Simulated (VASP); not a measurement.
# CdS (Hawleyite) (F-43m) in VASP: a series of runs, part 2 of 2

VASP 6.6.1. The steps go on from the part before.

### Step 3. Relaxation of cell and atoms, PBEsol

This run uses another cell than the first one, of 24.86 Å³/atom, 1.002 times its volume.

The input, INCAR:

```
ALGO = Normal
EDIFF = 1E-7
EDIFFG = -0.005
ENCUT = 600
GGA = PS
IBRION = 2
ISIF = 3
ISMEAR = 0
LASPH = T
LCHARG = F
LREAL = F
LWAVE = F
NELM = 80
NSW = 90
PREC = Accurate
SIGMA = 0.03
```

The input, KPOINTS:

```
k-points
0
Gamma
  8 8 8
```

The input, POSCAR:

```
CdS                                     
1.0
    0.0000000000      2.9184609114      2.9184609114
    2.9184609114      0.0000000000      2.9184609114
    2.9184609114      2.9184609114     -0.0000000000
  Cd              S             
     1     1
Direct
     1.0000000000000000    0.0000000000000000    1.0000000000000000
     0.2500000000000000    0.2500000000000000    0.2500000000000000
```

Potentials or basis: VASP PAW PBE potentials, release 64 (Cd, S).

The run is started by

```
$ cat potpaw_PBE.64/Cd/POTCAR potpaw_PBE.64/S/POTCAR > POTCAR
$ mpirun -np 1 vasp_std > vasp.out
```

OUTCAR:

```text
EDIFF = 1E-7
   EDIFFG = -0.005
   ENCUT = 600
   GGA = PS
   IBRION = 2
   ISIF = 3
   ISMEAR = 0
   LASPH = T
   LREAL = F
   NELM = 80
   NSW = 90
   PREC = Accurate

 ion  position               nearest neighbor table
   1  0.000  0.000  0.000-   2 2.53   2 2.53   2 2.53   2 2.53
   2  0.250  0.250  0.250-   1 2.53   1 2.53   1 2.53   1 2.53

  LATTYP: Found a face centered cubic cell.
 ALAT       =     5.8369218228

  Lattice vectors:

[... 622 lines left out ...]

  FORCE on cell =-STRESS in cart. coord.  units (eV):
  Direction    XX          YY          ZZ          XY          YZ          ZX
  --------------------------------------------------------------------------------------
  -------------------------------------------------------------------------------------
  Total        0.0043425      0.0043425      0.0043425     -0.0000000      0.0000000      0.0000000
  in kB        0.1400656      0.1400656      0.1400656     -0.0000000      0.0000000      0.0000000
  external PRESSURE =       0.1400656 kB  Pullay stress =       0.0000000 kB

 VOLUME and BASIS-vectors are now :
 -----------------------------------------------------------------------------
  energy-cutoff  :      600.00
  volume of cell :       49.67
      direct lattice vectors                 reciprocal lattice vectors
     0.000000000  2.917635263  2.917635263    -0.171371661  0.171371661  0.171371661
     2.917635263  0.000000000  2.917635263     0.171371661 -0.171371661  0.171371661
     2.917635263  2.917635263  0.000000000     0.171371661  0.171371661 -0.171371661

 POSITION                                       TOTAL-FORCE (eV/Angst)
 -----------------------------------------------------------------------------------
      5.83527      5.83527      5.83527        -0.000000     -0.000000      0.000000
      1.45882      1.45882      1.45882         0.000000      0.000000     -0.000000
 -----------------------------------------------------------------------------------
    total drift:                               -0.000000     -0.000000     -0.000000

  FREE ENERGIE OF THE ION-ELECTRON SYSTEM (eV)
  ---------------------------------------------------
  free  energy   TOTEN  =        -6.8137189449 eV

  energy  without entropy=       -6.8137189449  energy(sigma->0) =       -6.81371894

 reached required accuracy - stopping structural energy minimisation
```

OSZICAR:

```text
N       E                     dE             d eps       ncg     rms          rms(c)
DAV:   1     0.117319772872E+03    0.11732E+03   -0.10075E+04   770   0.143E+03
DAV:   2    -0.190771491995E+01   -0.11923E+03   -0.11345E+03   849   0.309E+02
DAV:   3    -0.727238363976E+01   -0.53647E+01   -0.53477E+01   894   0.676E+01
[... 15 lines left out ...]
DAV:   2    -0.681372928093E+01    0.11209E-03   -0.27772E-04   829   0.279E-01    0.299E-02
DAV:   3    -0.681371856749E+01    0.10713E-04   -0.32084E-05   814   0.690E-02    0.247E-02
DAV:   4    -0.681371862390E+01   -0.56415E-07   -0.18464E-06   769   0.161E-02    0.487E-03
DAV:   5    -0.681371887757E+01   -0.25367E-06   -0.36100E-07   694   0.100E-02    0.152E-03
DAV:   6    -0.681371894488E+01   -0.67309E-07   -0.51975E-08   392   0.315E-03
   2 F= -.68137189E+01 E0= -.68137189E+01  d E =-.318825E-05
```

CONTCAR:

```text
CdS
   1.00000000000000
     0.0000000000000000    2.9176352628076954    2.9176352628076954
     2.9176352628076954    0.0000000000000000    2.9176352628076954
     2.9176352628076954    2.9176352628076954    0.0000000000000000
  Cd              S
     1     1
Direct
     1.0000000000000000    1.0000000000000000    1.0000000000000000
     0.2500000000000000    0.2500000000000000    0.2500000000000000

  0.00000000E+00  0.00000000E+00  0.00000000E+00
  0.00000000E+00  0.00000000E+00  0.00000000E+00
```

Run time: 45 s. Hardware: 1 thread of Intel Xeon Platinum 8259CL at 2.50GHz (Skylake/Cascade Lake), shared host; peak memory 0.22 GiB.

Results:

```yaml
Free_energy: -6.8137 eV
Relaxed_volume: 24.84 Å³/atom
Relaxed_cell: a = 4.126 Å, b = 4.126 Å, c = 4.126 Å, α = 60.00°, β = 60.00°, γ = 60.00°
Space_group_after_relaxing_to_0.05_Å: F-43m (No. 216)
Energy_gained_by_relaxing: 0.0 meV/atom
Ionic_steps: 2
Pressure_after_relaxing: 0.0 GPa
Band_gap_on_the_k_mesh: 1.01 eV, direct
```

Final structure:
```
CELL_PARAMETERS angstrom
0.00000 2.91764 2.91764
2.91764 0.00000 2.91764
2.91764 2.91764 0.00000
ATOMIC_POSITIONS crystal
Cd 0.00000 0.00000 0.00000
S 0.25000 0.25000 0.25000
```

Caveat: the PAW data sets were made with another functional, which shifts forces and pressure a little. As with any semilocal functional, this PBEsol gap is likely too small.
